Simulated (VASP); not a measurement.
## VASP 6.6.1 run: GaN

INCAR

```
ISPIN = 2
IBRION = -1
MAGMOM = -2 2
PREC = Accurate
LREAL = .FALSE.
LCHARG = .FALSE.
ISMEAR = -1
EDIFF = 1E-7
NSW = 0
NELM = 120
LWAVE = .FALSE.
LASPH = .TRUE.
GGA = PE
ENCUT = 520
SIGMA = 0.02
ISIF = 2
NBANDS = 16
```

KPOINTS

```
KPOINTS created by Atomic Simulation Environment
0
Gamma
10 10 10
0 0 0
```

POSCAR

```
Ga N
 1.0000000000000000
     0.0000000000000000    2.3784923295999998    2.2489526566000002
     2.3784923295999998    0.0000000000000000    2.2489526566000002
     2.3784923295999998    2.3784923295999998    0.0000000000000000
 Ga  N
   1   1
Cartesian
  0.0000000000000000  0.0000000000000000  0.0000000000000000
  1.1892461647999999  1.1892461647999999  1.1244763283000001
```

The recommended PBE PAW datasets give the neutral cell 18 valence electrons.

Command

```
mpirun -np 1 vasp_std
```

Problem. How does this run end, and what does it give?

Solution. It converged. Results: pressure -11.3 GPa; magnetic moment of the cell 0.00 μB.

OSZICAR

```
N       E                     dE             d eps       ncg     rms          rms(c)
DAV:   1     0.877731964490E+02    0.87773E+02   -0.94252E+03  7120   0.198E+03
DAV:   2    -0.546553333594E+01   -0.93239E+02   -0.86809E+02  7504   0.331E+02
DAV:   3    -0.120022780027E+02   -0.65367E+01   -0.65053E+01  7600   0.731E+01
DAV:   4    -0.120847341112E+02   -0.82456E-01   -0.82420E-01  8392   0.893E+00
DAV:   5    -0.120858535157E+02   -0.11194E-02   -0.11194E-02  7816   0.922E-01    0.160E+01
DAV:   6    -0.119301929936E+02    0.15566E+00   -0.50819E+00  8528   0.383E+01    0.566E+00
DAV:   7    -0.120655581744E+02   -0.13537E+00   -0.43393E-01  7984   0.105E+01    0.231E+00
DAV:   8    -0.120668185600E+02   -0.12604E-02   -0.35925E-02  7760   0.272E+00    0.105E+00
DAV:   9    -0.120639020556E+02    0.29165E-02   -0.12114E-02  7280   0.116E+00    0.505E-01
DAV:  10    -0.120638889219E+02    0.13134E-04   -0.75456E-04  8752   0.432E-01    0.158E-01
DAV:  11    -0.120639517696E+02   -0.62848E-04   -0.22518E-04  9592   0.271E-01    0.689E-02
DAV:  12    -0.120640245919E+02   -0.72822E-04   -0.86363E-05  7208   0.872E-02    0.131E-02
DAV:  13    -0.120640335216E+02   -0.89297E-05   -0.11107E-05  7872   0.338E-02    0.979E-03
DAV:  14    -0.120640334589E+02    0.62672E-07   -0.18276E-06  7472   0.119E-02    0.754E-03
DAV:  15    -0.120640336134E+02   -0.15444E-06   -0.36925E-07  7688   0.691E-03    0.348E-03
DAV:  16    -0.120640335572E+02    0.56225E-07   -0.76578E-08  5904   0.377E-03
   1 F= -.12064034E+02 E0= -.12064034E+02  d E =-.542693E-12  mag=     0.0000
```

For comparison, a separate PBE run of the intended cell, on usual settings and not on those above, gives a gap of 0.88 eV on its mesh and a pressure of -11.3 GPa.
